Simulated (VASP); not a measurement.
Write the native input for VASP 6.6.1 that does the following.

* Task: band structure
* Functional: PBE
* Potentials or basis: VASP PAW PBE potentials, release 64 (Hf_pv, O)
* Cutoff: 520 eV
* k mesh: 4 × 4 × 4
* Occupations: gaussian, width 0.03 eV
* Spin: no spin polarisation
* Grid for exact exchange (PRECFOCK): Fast
* Further INCAR settings: ALGO = Normal; EDIFF = 1e-06

The structure of HfO2 lies in POSCAR:

```
HfO2                                    
1.0
    5.0750382457      0.0000000000     -0.0123645193
    0.0000000000      5.1565621915      0.0000000000
   -0.8641336228      0.0000000000      5.1711784775
  Hf              O             
     4     8
Direct
     0.2773252363136491    0.0427277687733678    0.2076789413296305
     0.7226747636863509    0.5427277687733678    0.2923210586703696
     0.7226747636863509    0.9572722312266322    0.7923210586703695
     0.2773252363136491    0.4572722312266322    0.7076789413296305
     0.4469164266615383    0.7583079788307135    0.4809217865910627
     0.5530835733384617    0.2583079788307135    0.0190782134089374
     0.5530835733384617    0.2416920211692865    0.5190782134089373
     0.4469164266615383    0.7416920211692865    0.9809217865910627
     0.0716209842129141    0.3381222950164527    0.3400745753818471
     0.9283790157870859    0.8381222950164527    0.1599254246181529
     0.9283790157870859    0.6618777049835473    0.6599254246181530
     0.0716209842129141    0.1618777049835473    0.8400745753818470
```

One way to write it, as run:

INCAR

```
SYSTEM = HfO2
PREC = Accurate ; ENCUT = 520
EDIFF = 1E-6 ; ISMEAR = 0
SIGMA = 0.03 ; LREAL = .FALSE.
LASPH = .TRUE. ; NELM = 80
ALGO = Normal ; ISIF = 2
LWAVE = .FALSE. ; LCHARG = .FALSE.
LMAXMIX = 4 ; GGA = PE
KPAR = 8
```

KPOINTS

```
regular mesh
0
G
  4 4 4
  0 0 0
```

KPOINTS_OPT

```
explicit points
8
Reciprocal
 0.0000000000  0.0000000000  0.0000000000 1
-0.5000000000  0.5000000000  0.0000000000 1
-0.5000000000  0.0000000000  0.5000000000 1
 0.0000000000  0.5000000000  0.5000000000 1
-0.5000000000  0.5000000000  0.5000000000 1
-0.4327310173  0.0000000000  0.5726006525 1
-0.5672689827  0.0000000000  0.4273993475 1
-0.4327310173  0.5000000000  0.5726006525 1
```

Potentials or basis: VASP PAW PBE potentials, release 64 (Hf_pv, O).

Command:

```console
$ cat potpaw_PBE.64/Hf_pv/POTCAR potpaw_PBE.64/O/POTCAR > POTCAR
$ mpirun -np 8 vasp_std > vasp.out
```

It gave:

```
Pressure                : 7.8 GPa
Largest force           : 0.078 eV/Å
Band gap on the k mesh  : 4.07 eV, indirect (least direct gap 4.16 eV)
Band gap along the path : 4.33 eV, indirect (least direct gap 4.55 eV)
```

Caveat: spin-orbit coupling is left out, which moves the levels of the heavy elements.

It took 31 s on 8 MPI ranks on Intel(R) Xeon(R) 6975P-C (Granite Rapids), on a shared host, peak memory 0.45 GiB a rank.
